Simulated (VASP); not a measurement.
Pm, 1 atom in the cell. Symmetry: Im-3m, No. 229, cubic system. The conventional cell has a = 4.065 Å, b = 4.065 Å, c = 4.065 Å, α = 90.00°, β = 90.00°, γ = 90.00°. Around Pm (site symmetry m-3m) lie 8 Pm at 3.52 Å. The cell was built by a generator and needn't be a form met in nature.

* Program: VASP 6.6.1
* Task: single point
* Functional: PBE
* Potentials or basis: VASP PAW PBE potentials, release 64 (Pm)
* Cutoff: 520 eV
* k mesh: 14 × 14 × 14
* Occupations: gaussian, width 0.05 eV
* Spin: collinear spin, typed start
* Starting moments: [4.0] μB
* Dipole correction: no
* Further INCAR settings: ALGO = Fast; EDIFF = 1e-06; NBANDS = 18

Potentials or basis: VASP PAW PBE potentials, release 64 (Pm).

Run with:

```sh
$ cat potpaw_PBE.64/Pm/POTCAR > POTCAR
$ mpirun -np 1 vasp_std > vasp.out
```

Hardware: 1 thread of AMD EPYC 9R45 (Zen 5), with other jobs on the host.

Problem. How long does it take, and how much memory?

Solution. Run time: 3 min on 1 thread of AMD EPYC 9R45 (Zen 5) (shared host), peak memory 0.22 GiB. Counts: scf iterations 27, k points 104.
